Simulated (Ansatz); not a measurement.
Theory: Ansatz, DFT PBE, scalar-relativistic, plane waves, PAW. Settings: cutoff 420 eV, Γ-centred meshes spaced at most about 0.3 Å⁻¹, and about 0.25 Å⁻¹ or finer for metals (2π included), Gaussian smearing. No spin polarisation.

These are static total energies at zero pressure.

Two relaxed structures of SnTe₅:

A.

```
Sn Te
1.0
     3.89083    0.00000    0.00000
     0.00000    3.89083    0.00000
     0.00000    0.00000   11.41888
Sn Te
1 5
Direct
  0.50000 0.50000 0.00000
  0.50000 0.50000 0.34085
  0.50000 0.50000 0.65916
  0.00000 0.00000 0.16052
  0.00000 0.00000 0.83948
  0.00000 0.00000 0.50000
```

B.

```
Sn Te
1.0
     0.00000    4.51214    4.51214
     4.51214    0.00000    4.51214
     4.51214    4.51214    0.00000
Sn Te
1 5
Direct
  0.00000 0.00000 0.00000
  0.25000 0.25000 0.25000
  0.62418 0.62418 0.62418
  0.12746 0.62418 0.62418
  0.62418 0.12746 0.62418
  0.62418 0.62418 0.12746
```

**Question.** Which is lower in energy, and by how much?

**Answer.** A is lower, by 225 meV/atom. A has Sn and Te ordered on bcc sites, space group P4/mmm (No. 123), 28.8 Å³/atom and no gap on its mesh; B has space group F-43m (No. 216), 30.6 Å³/atom and no gap. Counting Te atoms around Sn (those within 1.25 times the shortest such distance or 1.15 times the sum of covalent radii; a plus sign parts nearer from farther groups; the shortest distance is added where it is long for a bond), A has Sn 8+2 from 3.3 Å and B has Sn 16 from 3.7 Å. The denser one is the lower, and pressure would at first widen the difference. Even the lower one lies +0.20 eV/atom against the reference forms of the elements (uncorrected), so neither is stable at this level. Both come from invented guesses. The lowest form computed isn't among them: it has space group R32 (No. 155), 32.4 Å³/atom and lies 113 meV/atom below the best shown.

Spin–orbit coupling, which can matter for Te, is left out. Cells relaxed within their symmetry can be saddle points. Some candidate types were left out of the draw beforehand, so a known form may be missing.
